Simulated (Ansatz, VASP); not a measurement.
## Two plane-wave programs on Rb

```
CELL_PARAMETERS angstrom
3.79931 0.00000 0.00000
-1.89965 3.29030 0.00000
0.00000 0.00000 6.24507
ATOMIC_POSITIONS crystal
Rb 0.33333 0.66667 0.25000
Rb 0.66667 0.33333 0.75000
```

Change from the starting cell: volume scaled by 0.5, PAW files.

Alike in both runs: task single point; functional LDA; k mesh 9 × 9 × 5; occupations fermi-dirac, width 0.1 eV; no spin polarisation.

```csv
,VASP,Ansatz
version,VASP 6.6.1,Ansatz 0.2.0
potentials or method,"VASP PAW LDA potentials, release 64 (Rb_sv)","PAW with Ansatz's default frozen-core files, scalar-relativistic"
plane-wave cutoff (eV),520,420
valence electrons in the cell,18,18
```

|  | VASP | Ansatz | Ansatz less VASP |
| --- | --- | --- | --- |
| pressure (GPa) | 7.6 | 7.6 | 0.00 |
